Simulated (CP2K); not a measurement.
Runs of CP2K 2026.2 on Mo. It takes space group Im-3m (No. 229, cubic). Conventional cell: a = 3.168 Å, b = 3.168 Å, c = 3.168 Å, α = 90.00°, β = 90.00°, γ = 90.00°. Mo (site symmetry m-3m) is surrounded by 8 Mo at 2.74 Å. 

| level | potentials or basis | basis sets | potentials | cutoff of the non-local correlation (Ry) | cutoff radius of the dispersion sum (A) | D3 from the s-dftd3 library (D3_REFERENCE_CODE) | gap on the mesh (eV) | pressure (GPa) |
| --- | --- | --- | --- | --- | --- | --- | --- | --- |
| OLYP | POTENTIAL_UZH Mo GTH-PBE-q14; TZVP-MOLOPT-PBE-GTH basis | Mo TZVP-MOLOPT-PBE-GTH-q14 | Mo GTH-PBE-q14 of POTENTIAL_UZH | - | - | - | none | -5.2 |
| AM05 | POTENTIAL_UZH Mo GTH-PBE-q14; TZVP-MOLOPT-PBE-GTH basis | Mo TZVP-MOLOPT-PBE-GTH-q14 | Mo GTH-PBE-q14 of POTENTIAL_UZH | - | - | - | none | -8.1 |
| TASK | POTENTIAL_UZH Mo GTH-PBE-q14; TZVP-MOLOPT-PBE-GTH basis | Mo TZVP-MOLOPT-PBE-GTH-q14 | Mo GTH-PBE-q14 of POTENTIAL_UZH | - | - | - | none | (a) |
| vdW-DF-cx | POTENTIAL_UZH Mo GTH-PBE-q14; TZVP-MOLOPT-PBE-GTH basis | Mo TZVP-MOLOPT-PBE-GTH-q14 | Mo GTH-PBE-q14 of POTENTIAL_UZH | 300 | - | - | none | (c) |
| PBEsol | POTENTIAL_UZH Mo GTH-PBE-q14; TZVP-MOLOPT-PBE-GTH basis | Mo TZVP-MOLOPT-PBE-GTH-q14 | Mo GTH-PBE-q14 of POTENTIAL_UZH | - | - | - | none | -7.0 |
| LDA | POTENTIAL_UZH Mo GTH-PBE-q14; TZVP-MOLOPT-PBE-GTH basis | Mo TZVP-MOLOPT-PBE-GTH-q14 | Mo GTH-PBE-q14 of POTENTIAL_UZH | - | - | - | none | -10.7 |
| r2SCAN+D4 | POTENTIAL_UZH Mo GTH-SCAN-q14; TZVP-MOLOPT-SCAN-GTH basis | Mo TZVP-MOLOPT-SCAN-GTH-q14 | Mo GTH-SCAN-q14 of POTENTIAL_UZH | - | 20 | - | none | -3.9 |
| r2SCAN+D3(BJ)+ATM | POTENTIAL_UZH Mo GTH-SCAN-q14; TZVP-MOLOPT-SCAN-GTH basis | Mo TZVP-MOLOPT-SCAN-GTH-q14 | Mo GTH-SCAN-q14 of POTENTIAL_UZH | - | 20 | yes | none | -3.9 |
| r2SCAN+D3(BJ) | POTENTIAL_UZH Mo GTH-SCAN-q14; TZVP-MOLOPT-SCAN-GTH basis | Mo TZVP-MOLOPT-SCAN-GTH-q14 | Mo GTH-SCAN-q14 of POTENTIAL_UZH | - | 20 | yes | none | (b) |
| r2SCAN | POTENTIAL_UZH Mo GTH-SCAN-q14; TZVP-MOLOPT-SCAN-GTH basis | Mo TZVP-MOLOPT-SCAN-GTH-q14 | Mo GTH-SCAN-q14 of POTENTIAL_UZH | - | - | - | none | -2.2 |
| r2SCAN+rVV10 | POTENTIAL_UZH Mo GTH-SCAN-q14; TZVP-MOLOPT-SCAN-GTH basis | Mo TZVP-MOLOPT-SCAN-GTH-q14 | Mo GTH-SCAN-q14 of POTENTIAL_UZH | 300 | - | - | none | -3.7 |

Alike in all rows: task single point; no spin polarisation; cell as given; k mesh 12 × 12 × 12; smearing fermi-dirac 0.05 eV.

Q: Fill in the values left out.

A: (a) -1.8; (b) -5.6; (c) -5.8.

Caveats: the basis of atomic orbitals isn't converged, which shifts pressures, moduli and gaps; the potentials were made for another functional, which shifts forces and pressure (some runs); pairwise dispersion overbinds metals, which lowers pressure and volume (some runs).

A k mesh can miss the band edges, and the runs leave out spin-orbit coupling on Mo.

A gap of «none» marks a metal or a gap under the smearing width.

Runs at the PBE level aren't shown here.
